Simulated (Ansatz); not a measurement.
# SiC (Moissanite 3C): the cost of one run

Method: DFT, PBE, plane-wave PAW, default files, scalar-relativistic, as far as a step names no other, in Ansatz 0.2.0.

### 1 Starting point

It takes space group F-43m (No. 216, cubic). Conventional cell: a = 4.358 Å, b = 4.358 Å, c = 4.358 Å, α = 90.00°, β = 90.00°, γ = 90.00°. Si (site symmetry -43m) is surrounded by 4 C at 1.89 Å. Around C (site symmetry -43m) lie 4 Si at 1.89 Å.

Structure file:

```cif
data_structure
_symmetry_space_group_name_H-M 'F-43m'
_symmetry_Int_Tables_number 216
_cell_length_a 4.3580
_cell_length_b 4.3580
_cell_length_c 4.3580
_cell_angle_alpha 90.000
_cell_angle_beta 90.000
_cell_angle_gamma 90.000
_cell_volume 82.77
loop_
_atom_site_label
_atom_site_type_symbol
_atom_site_symmetry_multiplicity
_atom_site_Wyckoff_symbol
_atom_site_fract_x
_atom_site_fract_y
_atom_site_fract_z
_atom_site_occupancy
Si1 Si 4 a 0.00000 0.00000 0.00000 1
C1 C 4 d 0.25000 0.25000 0.75000 1
```

The earlier run gave: gap on the mesh 1.40 eV, largest force 0.000 eV/Å, pressure 3.3 GPa.

The printed gradients, by site:

| site | atoms | first shell | V_zz (10²¹ V/m²) | η | C_Q (MHz) |
| --- | --- | --- | --- | --- | --- |
| Si | 1 | 4 C at 1.89 Å | 0.00 | – | – |
| C | 2 | 4 Si at 1.89 Å | 0.00 | – | – |

V_zz is the principal component of the electric field gradient with the largest magnitude, η = (V_xx − V_yy)/V_zz and C_Q = eQV_zz/h. Nuclear quadrupole moments: year-2017 set (Pyykkö). A dash under C_Q marks elements without a common quadrupolar isotope.

### 2 Ions relaxed at fixed cell

File input.yaml:

```yaml
crystal:
  lattice:
    - [0.0, 2.179, 2.179]
    - [2.179, 0.0, 2.179]
    - [2.179, 2.179, 0.0]
  atoms:
    - { symbol: Si, position: [0.0, 0.0, 0.0] }
    - { symbol: C, position: [0.25, 0.25, 0.25] }
kpoints:
  mp_grid: { grid: [17, 17, 17] }
scf:
  occupations: { method: fermi_dirac, width: 0.02 }
hamiltonian:
  xc: pbe
  pseudopotentials: { kind: paw }
output:
  forces: true
  stress: true
  populations: true
  efg: { contact_densities: true }
  write_density: true
  write_potential: true
  elf: true
  volumetric_format: npy
relax:
  f_tol: 0.02
  max_steps: 60
```

On the command line:

```
$ ansatz run input.yaml --threads 1 --pin off --max-ram 3072MiB --backend cpu --events-out ev --progress --plain --runs-dir out
```

**Question.** How long does this run take on 1 thread of Intel Xeon Platinum 8488C (Sapphire Rapids), shared host, and how much memory does it need?

About 3.8 s, with a peak of 0.43 GiB.
